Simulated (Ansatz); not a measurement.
A relaxation computed with Ansatz, from input to last step.

```yaml
crystal:
  lattice:
    - [0.0, 2.7544736754, 2.7544736754]
    - [2.7544736754, 0.0, 2.7544736754]
    - [2.7544736754, 2.7544736754, 0.0]
  atoms:
    - { symbol: Mg, position: [0.0, 0.0, 0.0] }
    - { symbol: Se, position: [0.5, 0.5, 0.5] }
basis:
  ecutwfc: 420
kpoints:
  mp_grid: { grid: [8, 8, 8] }
hamiltonian:
  xc: pbe
  dispersion: d3bj
scf:
  occupations: { method: gaussian, width: 0.02 }
output:
  forces: true
  stress: true
  eigenvalues: true
relax:
  adjacent_minimum: "off"
  f_tol: 0.005
  max_steps: 50
  cell: { stress_tol: 0.05 }
```

```bash
ansatz run input.yaml --threads 1 --pin off --max-ram 2560MiB --backend cpu --events-out ev --progress --plain --runs-dir out
```

Computed with Ansatz, DFT PBE+D3(BJ), scalar-relativistic, plane waves, PAW.

Of 5 frames 4 are shown, positions in Å and forces in eV/Å; the SCF threshold varies from step to step. Steps run on the plane waves of an earlier cell, with a Pulay correction in the pressure. The basis is chosen afresh for the last frame, the zero of the energies, and at times for earlier ones too; energy and pressure step there, also at an unchanged geometry.

```xyz
2
Lattice="0.0000 2.7545 2.7545 2.7545 0.0000 2.7545 2.7545 2.7545 0.0000" Properties=species:S:1:pos:R:3:forces:R:3 pbc="T T T" step=1 free_energy_over_end_meV_per_atom=8.79 pressure_GPa=-2.85
Mg    0.0000    0.0000    0.0000    0.0000    0.0000    0.0000
Se    2.7545    2.7545    2.7545    0.0000    0.0000    0.0000
2
Lattice="0.0000 2.6989 2.6989 2.6989 0.0000 2.6989 2.6989 2.6989 0.0000" Properties=species:S:1:pos:R:3:forces:R:3 pbc="T T T" step=2 free_energy_over_end_meV_per_atom=0.82 pressure_GPa=1.00
Mg    0.0000    0.0000    0.0000    0.0000    0.0000    0.0000
Se    2.6989    2.6989    2.6989    0.0000    0.0000    0.0000
2
Lattice="0.0000 2.7130 2.7130 2.7130 0.0000 2.7130 2.7130 2.7130 0.0000" Properties=species:S:1:pos:R:3:forces:R:3 pbc="T T T" step=3 free_energy_over_end_meV_per_atom=-0.04 pressure_GPa=-0.07
Mg    0.0000    0.0000    0.0000    0.0000    0.0000    0.0000
Se    2.7130    2.7130    2.7130    0.0000    0.0000    0.0000
2
Lattice="0.0000 2.7120 2.7120 2.7120 0.0000 2.7120 2.7120 2.7120 0.0000" Properties=species:S:1:pos:R:3:forces:R:3 pbc="T T T" step=5 free_energy_over_end_meV_per_atom=0.00 pressure_GPa=0.00
Mg    0.0000    0.0000    0.0000    0.0000    0.0000    0.0000
Se    2.7120    2.7120    2.7120    0.0000    0.0000    0.0000
```

It took 5.7 s on 1 thread of Arm Neoverse V2, with other jobs on the host, peak memory 0.3 GiB.